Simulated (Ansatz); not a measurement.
Crystal: AgBr.

```
Ag Br
1.0
     0.00000    2.87015    2.87015
     2.87015    0.00000    2.87015
     2.87015    2.87015    0.00000
Ag Br
1 1
Direct
  0.00000 0.00000 0.00000
  0.50000 0.50000 0.50000
```

Program: Ansatz 0.2.0. Alike in all runs: task band structure; potentials or basis Ansatz PAW; cell as given; smearing fermi-dirac 0.05 eV.

Question: Order these runs on this cell by their pressure, lowest first.
A. level RPBE; spin off; k mesh 8 × 8 × 8; cutoff (eV) 420; points for each segment of the path 14; mesh quality not flagged
B. level r2SCAN0; spin off; k mesh 4 × 4 × 4; cutoff (eV) 500; points for each segment of the path 4; mesh quality coarse
C. level LDA; spin SOC, no magnetisation; k mesh 6 × 6 × 6; cutoff (eV) 420; points for each segment of the path 14; mesh quality not flagged
D. level PBEsol; spin off; k mesh 8 × 8 × 8; cutoff (eV) 420; points for each segment of the path 14; mesh quality not flagged
E. level HF; spin off; k mesh 4 × 4 × 4; cutoff (eV) 420; points for each segment of the path 4; mesh quality coarse

Answer: C (-4.2 GPa), D (-1.7 GPa), B (1.5 GPa), A (5.1 GPa), E (10.5 GPa).

Caveats: some runs use coarse meshes; the PAW data sets come from PBE, with cores solved anew for the run's functional, which leaves a small shift of forces and pressure; the thresholds are loose for stress (some runs).

Runs at the PBE level aren't shown here.
